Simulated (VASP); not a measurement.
# CoO (R3m) in VASP: single point with LDA

Aim: the single point of CoO with LDA.

Everything below comes from runs of VASP 6.6.1. Logs are shortened: lines on timing, memory, paths and dates and some standing lists are left out, and cuts for length are marked.

**1. The crystal as given**

Symmetry: R3m, No. 160, trigonal system. The conventional cell has a = 3.204 Å, b = 3.204 Å, c = 7.699 Å, α = 90.00°, β = 90.00°, γ = 120.00°. Co (site symmetry 3m) is surrounded by 4 O at 1.91 to 1.96 Å. O (site symmetry 3m) has 4 Co at 1.91 to 1.96 Å as nearest neighbours.

Measurements of this composition are mostly on another form, of space group No. 225.

**2. Single point, LDA, collinear spin, typed start**

The input, INCAR:

```
SYSTEM = CoO
PREC     = Accurate       ! precision mode
ENCUT    = 520            ! plane-wave cutoff, eV
EDIFF    = 1E-7           ! SCF threshold, eV
ISMEAR   = 1              ! smearing method
SIGMA    = 0.1            ! smearing width, eV
LREAL    = .FALSE.        ! projectors in reciprocal space
LASPH    = .TRUE.         ! aspherical terms in the spheres
NELM     = 150            ! most SCF steps
ALGO     = Normal         ! electronic algorithm
ISIF     = 2              ! what is computed and relaxed
LWAVE    = .FALSE.        ! write WAVECAR
LCHARG   = .FALSE.        ! write CHGCAR
ISPIN    = 2              ! spin polarisation
MAGMOM   = 2.5 2.5 0 0    ! initial moments
LORBIT   = 11             ! projections on sites
LMAXMIX  = 4              ! l up to which the mixer works
NBANDS   = 27             ! bands
```

The input, KPOINTS:

```
regular mesh
0
G
  8 8 8
  0 0 0
```

The input, POSCAR:

```
CoO
1.0
    1.6022200000      0.9250420000      5.1329420000
   -1.6022200000      0.9250420000      5.1329420000
    0.0000000000     -1.8500840000      5.1329420000
Co O
2 2
Direct
    0.9994880000      0.9994880000      0.9994880000
    0.4994910000      0.4994910000      0.4994910000
    0.3754960000      0.3754960000      0.3754960000
    0.8755260000      0.8755260000      0.8755260000
```

Potentials or basis: VASP PAW LDA potentials, release 64 (Co, O).

Command:

```sh
$ cat potpaw_LDA.64/Co/POTCAR potpaw_LDA.64/O/POTCAR > POTCAR
$ mpirun -np 1 vasp_std > vasp.out
```

OUTCAR:

```text
SYSTEM = CoO
   PREC = Accurate
   ENCUT = 520
   EDIFF = 1E-7
   ISMEAR = 1
   LREAL = .FALSE.
   LASPH = .TRUE.
   NELM = 150
   ISIF = 2
   ISPIN = 2
   LORBIT = 11

 ion  position               nearest neighbor table
   1  0.999  0.999  0.999-   4 1.91   3 1.96   3 1.96   3 1.96
   2  0.499  0.499  0.499-   3 1.91   4 1.96   4 1.96   4 1.96
   3  0.375  0.375  0.375-   2 1.91   1 1.96   1 1.96   1 1.96
   4  0.876  0.876  0.876-   1 1.91   2 1.96   2 1.96   2 1.96

  LATTYP: Found a trigonal (rhomboedric) cell.
 ALAT       =     5.4561804594
 COS(alpha) =     0.8275366407

  Lattice vectors:

 A1 = (   1.6022200000,   0.9250420000,   5.1329420000)
 A2 = (  -1.6022200000,   0.9250420000,   5.1329420000)
 A3 = (   0.0000000000,  -1.8500840000,   5.1329420000)

Analysis of symmetry for initial positions (statically):
=====================================================================
 Subroutine PRICEL returns:
 Original cell was already a primitive cell.

 Routine SETGRP: Setting up the symmetry group for a
 trigonal (rhombohedral) supercell.

 Subroutine GETGRP returns: Found  6 space group operations
 (whereof  6 operations were pure point group operations)
 out of a pool of 12 trial point group operations.

The static configuration has the point symmetry C_3v.

Analysis of symmetry for dynamics (positions and initial velocities):
=====================================================================
 Subroutine PRICEL returns:
 Original cell was already a primitive cell.

 Routine SETGRP: Setting up the symmetry group for a
 trigonal (rhombohedral) supercell.

 Subroutine GETGRP returns: Found  6 space group operations
 (whereof  6 operations were pure point group operations)
 out of a pool of 12 trial point group operations.

The dynamic configuration has the point symmetry C_3v.

Analysis of structural, dynamic, and magnetic symmetry:
=====================================================================
 Subroutine PRICEL returns:
 Original cell was already a primitive cell.

 Routine SETGRP: Setting up the symmetry group for a
 trigonal (rhombohedral) supercell.

 Subroutine GETGRP returns: Found  6 space group operations
 (whereof  6 operations were pure point group operations)
 out of a pool of 12 trial point group operations.

The overall configuration has the point symmetry C_3v.

 Subroutine INISYM returns: Found  6 space group operations
 (whereof  6 operations are pure point group operations),
 and found     1 'primitive' translations

----------------------------------------------------------------------------------------

                                     Primitive cell

  volume of cell :      45.6458

  direct lattice vectors                    reciprocal lattice vectors
     1.602220000  0.925042000  5.132942000     0.312067007  0.180171999  0.064940016
    -1.602220000  0.925042000  5.132942000    -0.312067007  0.180171999  0.064940016
     0.000000000 -1.850084000  5.132942000     0.000000000 -0.360343999  0.064940016

  length of vectors
     5.456180459  5.456180459  5.456180384     0.366148838  0.366148838  0.366148881

  position of ions in fractional coordinates (direct lattice)
     0.999488000  0.999488000  0.999488000
     0.499491000  0.499491000  0.499491000
     0.375496000  0.375496000  0.375496000
     0.875526000  0.875526000  0.875526000

  ion indices of the primitive-cell ions
   primitive index   ion index
                 1           1
                 2           2
                 3           3
                 4           4

----------------------------------------------------------------------------------------

 KPOINTS: regular mesh

Automatic generation of k-mesh.
 Grid dimensions read from file:
 generate k-points for:    8    8    8

 Generating k-lattice:

  Cartesian coordinates                     Fractional coordinates (reciprocal lattice)
     0.039008376  0.022521500  0.008117502     0.125000000  0.000000000  0.000000000
    -0.039008376  0.022521500  0.008117502     0.000000000  0.125000000  0.000000000
     0.000000000 -0.045043000  0.008117502     0.000000000  0.000000000  0.125000000

  Length of vectors
     0.045768605  0.045768605  0.045768610

  Shift w.r.t. Gamma in fractional coordinates (k-lattice)
     0.000000000  0.000000000  0.000000000

 Subroutine IBZKPT returns following result:
 ===========================================

 Found     65 irreducible k-points:

 Following reciprocal coordinates:
            Coordinates               Weight
  0.000000  0.000000  0.000000      1.000000
  0.125000  0.000000  0.000000      6.000000
  0.250000  0.000000  0.000000      6.000000
  0.375000 -0.000000  0.000000      6.000000
  0.500000  0.000000  0.000000      3.000000
  0.125000  0.125000  0.000000      6.000000
[... 16 lines left out ...]
  0.250000  0.125000  0.125000      6.000000
  0.375000  0.125000  0.125000      6.000000
 [... further k-points ...]
   k-points           NKPTS =     65   k-points in BZ     NKDIM =     65   number of bands    NBANDS=     27
   number of dos      NEDOS =    301   number of ions     NIONS =      4
   total plane-waves  NPLWV =  74088
   dimension x,y,z NGX =    42 NGY =   42 NGZ =   42
   dimension x,y,z NGXF=    84 NGYF=   84 NGZF=   84
   ions per type =               2   2
   NGX,Y,Z   is equivalent  to a cutoff of  12.80, 12.80, 12.80 a.u.
   NGXF,Y,Z  is equivalent  to a cutoff of  25.59, 25.59, 25.59 a.u.
 SYSTEM =  CoO
   PREC   = accura    normal or accurate (medium, high low for compatibility)
   ISTART =      0    job   : 0-new  1-cont  2-samecut
   ICHARG =      2    charge: 1-file 2-atom 10-const
   ISPIN  =      2    spin polarized calculation?
   LNONCOLLINEAR =      F non collinear calculations
   LSORBIT =      F    spin-orbit coupling
   LASPH  =      T    aspherical Exc in radial PAW
   ENCUT  =  520.0 eV  38.22 Ry    6.18 a.u.  10.14 10.14 10.14*2*pi/ulx,y,z
   NELM   =    150;   NELMIN=  2; NELMDL= -5     # of ELM steps
   EDIFF  = 0.1E-06   stopping-criterion for ELM
   LREAL  =      F    real-space projection
   EDIFFG = 0.1E-05   stopping-criterion for IOM
   NSW    =      0    number of steps for IOM
   IBRION =     -1    ionic relax: 0-MD 1-quasi-New 2-CG
   NFREE  =      0    steps in history (QN), initial steepest desc. (CG)
   ISIF   =      2    stress and relaxation
   ISYM   =      2    0-nonsym 1-usesym 2-fastsym
   POTIM  = 0.5000    time-step for ionic-motion
   TEBEG  =    0.0;   TEEND  =   0.0 temperature during run
   PSTRESS=    0.0 pullay stress
   NELECT =      30.0000    total number of electrons
   NUPDOWN=      -1.0000    fix difference up-down
   EMIN   =  10.00;   EMAX   =-10.00  energy-range for DOS
   EFERMI =   0.00;   METHOD = LEGACY
   ISMEAR =     1;   SIGMA  =   0.10  broadening in eV -4-tet -1-fermi 0-gaus
   EFERMI_NEDOS =   21; number of points for ismear=-14 and -15
   IALGO  =     38    algorithm
   IMIX   =      4    mixing-type and parameters
     AMIX     =   0.40;   BMIX     =  1.00
     AMIX_MAG =   1.60;   BMIX_MAG =  1.00
  volume/ion in A,a.u.               =      11.41        77.01
  Fermi-wavevector in a.u.,A,eV,Ry     =   1.423360  2.689761 27.564785  2.025955
  Thomas-Fermi vector in A             =   2.543966
   LORBIT       =     11    0 simple, 1 ext, 2 COOP (PROOUT), +10 PAW based schemes
   GGA     = CA    functional components
   LHFCALC =     F    Hartree Fock is set to
   AEXX    =    0.0000 exact exchange contribution
   IVDW    =     0    specifies the selected vdW correction
   LEPSILON=     F    determine dielectric tensor
   LRPA    =     F    only Hartree local field effects (RPA)
 spin polarized calculation
 Methfessel and Paxton  Order N= 1 SIGMA  =   0.10
  energy-cutoff  :      520.00
  volume of cell :       45.65
 maximum number of plane-waves:      1246
 NGX is ok and might be reduce to    42
   NGX = 21   NGY = 21   NGZ = 21

 number of electron      30.0000005 magnetization       4.7935035

 Free energy of the ion-electron system (eV)
  ---------------------------------------------------
  ext. energy  EPLUGINS =         0.00000000
  ---------------------------------------------------
  free energy    TOTEN  =       -29.90955241 eV

  energy without entropy =      -29.90583537  energy(sigma->0) =      -29.90831340

 E-fermi :   5.6035     XC(G=0): -11.7425

 val. band max:        5.6021738865   @ k =  -0.3750   0.5000   0.1250
 cond. band min:       5.6099770501   @ k =  -0.2500   0.1250  -0.0000
 fundamental gap:      0.0078031636
 Fermi energy:         5.6035437929

 spin component 1

 k-point     1 :       0.0000    0.0000    0.0000
  band No.  band energies     occupation
      1     -14.1567      1.00000
      2     -13.4707      1.00000
      3      -1.3600      1.00000
      4      -0.4913      1.00000
      5      -0.4275      1.00000
      6      -0.4275      1.00000
[... 19 lines left out ...]
     26      20.1149      0.00000
     27      22.8053      0.00000

 k-point     2 :       0.1250    0.0000    0.0000
  band No.  band energies     occupation
      1     -14.0727      1.00000
      2     -13.4404      1.00000
      3      -1.2206      1.00000
      4      -0.6467      1.00000
      5      -0.4388      1.00000
      6      -0.3761      1.00000
[... 652 lines left out ...]
 k-point    24 :       0.3750    0.1250    0.1250
  band No.  band energies     occupation
      1     -13.8094      1.00000
      2     -13.4242      1.00000
      3      -1.1382      1.00000
      4      -0.9140      1.00000
      5      -0.4367      1.00000
      6      -0.2447      1.00000
[... 19 lines left out ...]
     26      19.5487      0.00000
     27      20.4382      0.00000

 [... further k-points ...]

 spin component 2

 k-point     1 :       0.0000    0.0000    0.0000
  band No.  band energies     occupation
      1     -13.7189      1.00000
      2     -13.0056      1.00000
      3      -0.9529      1.00000
      4       0.4087      1.00000
      5       0.4819      1.00000
      6       0.4819      1.00000
[... 19 lines left out ...]
     26      20.5165      0.00000
     27      23.1706      0.00000

 k-point     2 :       0.1250    0.0000    0.0000
  band No.  band energies     occupation
      1     -13.6321      1.00000
      2     -12.9742      1.00000
      3      -0.8044      1.00000
      4       0.1842      1.00000
      5       0.4479      1.00000
      6       0.5175      1.00000
[... 652 lines left out ...]
 k-point    24 :       0.3750    0.1250    0.1250
  band No.  band energies     occupation
      1     -13.3591      1.00000
      2     -12.9574      1.00000
      3      -0.4489      1.00000
      4      -0.4349      1.00000
      5       0.1922      1.00000
      6       0.5787      1.00000
[... 19 lines left out ...]
     26      20.0606      0.00000
     27      20.8643      0.00000

 [... further k-points ...]
[... 5 lines left out ...]
  --------------------------------------------------------------------------------------
  -------------------------------------------------------------------------------------
  Total       -5.4981231     -5.4981213     -4.2952508      0.0000000      0.0000000      0.0000000
  in kB     -192.9851237   -192.9850618   -150.7640863      0.0000000      0.0000000      0.0000000
  external PRESSURE =    -178.9114239 kB  Pullay stress =       0.0000000 kB

 VOLUME and BASIS-vectors are now :
 -----------------------------------------------------------------------------
  energy-cutoff  :      520.00
  volume of cell :       45.65
      direct lattice vectors                 reciprocal lattice vectors
     1.602220000  0.925042000  5.132942000     0.312067007  0.180171999  0.064940016
    -1.602220000  0.925042000  5.132942000    -0.312067007  0.180171999  0.064940016
     0.000000000 -1.850084000  5.132942000     0.000000000 -0.360343999  0.064940016

 POSITION                                       TOTAL-FORCE (eV/Angst)
 -----------------------------------------------------------------------------------
      0.00000      0.00000     15.39094         0.000000      0.000000      0.199015
      0.00000      0.00000      7.69157         0.000000      0.000000      0.196408
      0.00000      0.00000      5.78220         0.000000     -0.000000     -0.194895
      0.00000      0.00000     13.48207         0.000000     -0.000000     -0.200528
 -----------------------------------------------------------------------------------
    total drift:                                0.000000      0.000011     -0.000363

  FREE ENERGIE OF THE ION-ELECTRON SYSTEM (eV)
  ---------------------------------------------------
  free  energy   TOTEN  =       -29.9095524146 eV

  energy  without entropy=      -29.9058353686  energy(sigma->0) =      -29.90831340

 total charge

# of ion       s       p       d       tot
------------------------------------------
    1        0.346   0.450   7.242   8.038
    2        0.346   0.450   7.242   8.038
    3        1.542   3.394   0.000   4.936
    4        1.542   3.394   0.000   4.936
--------------------------------------------------
tot          3.776   7.687  14.484  25.947

 magnetization (x)

# of ion       s       p       d       tot
------------------------------------------
    1        0.013   0.045   2.015   2.074
    2        0.013   0.045   2.015   2.074
    3        0.018   0.234   0.000   0.251
    4        0.018   0.234   0.000   0.251
--------------------------------------------------
tot          0.062   0.558   4.030   4.650
```

Wall time 5 min (1 thread of AMD EPYC 9R45 (Zen 5), shared host); peak memory 0.26 GiB.

Results:

```
Free energy                                           : -29.9096 eV
Pressure                                              : -17.9 GPa
Largest force                                         : 0.201 eV/Å
Band gap on the k mesh                                : none (metal or under the smearing width)
Net moment                                            : 4.79 μB per cell
Site moments                                          : Co +2.07; O +0.25 μB
Valence electrons inside the program's atomic spheres : Co 8.04; O 4.94
```

Forces on the atoms (eV/Å):
```
Co   0.000  0.000  0.199
Co   0.000  0.000  0.196
O    0.000  0.000 -0.195
O    0.000  0.000 -0.201
```

Caveat: so large a pressure means that the cell lies far from this level's equilibrium, or that cutoff or potentials fall short; semilocal functionals often make such compounds metallic where correlation or magnetic order opens a gap, which also shifts bond lengths.
